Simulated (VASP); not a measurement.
Here is the system:

```xyz
4
Lattice="1.3335 -2.3096 0.0000 1.3335 2.3096 0.0000 0.0000 0.0000 4.3299" Properties=species:S:1:pos:R:3 pbc="T T T"
Be     1.3335    -0.7699     2.1652
Be     1.3335     0.7699     0.0003
O      1.3335    -0.7699     3.8014
O      1.3335     0.7699     1.6364
```

Method: LDA (Ceperley-Alder, Perdew-Zunger), VASP's LDA PAW potentials (set 64) (plane waves; VASP). Numerical set-up: 520 eV cut-off, Gaussian smearing of 0.050 eV, potentials Be O.

Problem. What does the run give for the band gap (along the path) with the smallest direct gap where there is one?

Solution. 
```json
{
 "band gap (along the path)": "7.92 eV",
 "smallest direct gap (along the path)": "7.92 eV"
}
```

Only differences to runs with the same potentials and settings are physical.

The compound is BeO in the wurtzite structure. It was relaxed first.
